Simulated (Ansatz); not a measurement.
Write the native input for Ansatz 0.2.0 that does the following.

| Property | Result |
| --- | --- |
| Task | relaxation of cell and atoms |
| Functional | exchange-only PBE |
| Potentials or basis | Ansatz PAW |
| Cutoff | 420 eV (not typed: the program's choice for these potentials) |
| k mesh | 7 × 7 × 7 |
| Occupations | fixed |
| Spin | no spin polarisation |

The system is MgTe.

```xyz
2
Lattice="4.5707 0.0000 0.0000 2.2854 3.9584 0.0000 2.2854 1.3195 3.7320" Properties=species:S:1:pos:R:3 pbc="T T T"
Te    2.2854    1.3195    0.9330
Mg    0.0000    0.0000    0.0000
```

The cell comes from a database or a generator and needn't be the stable form of this composition.

One way to write it, as run:

input.yaml

```yaml
crystal:
  lattice:
    - [4.57073657, 0.0, 0.0]
    - [2.285368285, 3.9583739836, 0.0]
    - [2.285368285, 1.3194579945, 3.7319907817]
  atoms:
    - { symbol: Te, position: [0.25, 0.25, 0.25] }
    - { symbol: Mg, position: [0.0, 0.0, 0.0] }
hamiltonian:
  xc: { exchange: pbe, correlation: none }
  pseudopotentials: { kind: paw }
kpoints:
  mp_grid: { grid: [7, 7, 7] }
scf:
  occupations: { method: fixed }
output:
  forces: true
  stress: true
relax:
  f_tol: 0.01
  max_steps: 40
  cell: { stress_tol: 0.05 }
```

Potentials or basis: Ansatz PAW.

Launch:

```bash
$ ansatz run input.yaml --threads 2 --pin off --max-ram 5120MiB --backend cpu --events-out ev --progress --plain --runs-dir out
```

Results of the run:

```yaml
Relaxed_volume: 39.01 Å³/atom
Relaxed_cell: a = 4.796 Å, b = 4.796 Å, c = 4.796 Å, α = 60.00°, β = 60.00°, γ = 60.00°
Space_group_after_relaxing_to_0.05_Å: F-43m (No. 216)
Energy_gained_by_relaxing: 71.8 meV/atom
Ionic_steps: 4
Pressure_after_relaxing: 0.0 GPa
Band_gap_on_the_k_mesh: 1.88 eV
```

Caveat: the volume moved by over 15 % at a fixed basis, so the end points are rough; odd divisions of the mesh miss points on the zone boundary, where band edges often lie, so the gap on the mesh can be too wide; the plane-wave basis is chosen anew once the cell has moved, so the energies of steps on either side of that aren't comparable; spin-orbit coupling is left out, which moves the levels of the heavy elements; the PAW data sets come from PBE, with cores solved anew for the run's functional, which leaves a small shift of forces and pressure.

It took 4.3 s on 2 threads of Arm Neoverse V1 (shared host), peak memory 0.35 GiB.
